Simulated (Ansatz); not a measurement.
TiAl:

```
Ti Al
1.0
     3.17906    0.00000    0.00000
     0.00000    3.17906    0.00000
     0.00000    0.00000    3.17906
Ti Al
1 1
Direct
  0.00000 0.00000 0.00000
  0.50000 0.50000 0.50000
```

The cell comes from a database or a generator and needn't be the stable form of this composition.

- Program: Ansatz 0.2.0
- Task: relaxation of cell and atoms
- Functional: revPBE
- Potentials or basis: Ansatz PAW
- Cutoff: 420 eV (not typed: the program's choice for these potentials)
- k mesh: 8 × 8 × 8
- Occupations: fermi-dirac, width 0.05 eV
- Spin: no spin polarisation

At the start: volume 16.06 Å³/atom.

Task: Where does the relaxation end?

Result: It ends after 4 steps and the volume is 16.49 Å³/atom (+2.6 %); space group Pm-3m (No. 221, to 0.05 Å).

Step by step:
```csv
step,energy change (eV),largest force (eV/Å),volume (Å³)
1,0.0000,0.0000,32.13
2,-0.0053,0.0000,33.36
3,-0.0070,0.0000,32.97
4,-0.0073,0.0000,32.97
```

Final structure:
```
Ti Al
1.0
     3.20659    0.00000    0.00000
     0.00000    3.20659    0.00000
     0.00000    0.00000    3.20659
Ti Al
1 1
Direct
  0.00000 0.00000 0.00000
  0.50000 0.50000 0.50000
```

Caveat: the plane-wave basis is chosen anew once the cell has moved, so the energies of steps on either side of that aren't comparable; the PAW data sets come from PBE, with cores solved anew for the run's functional, which leaves a small shift of forces and pressure.
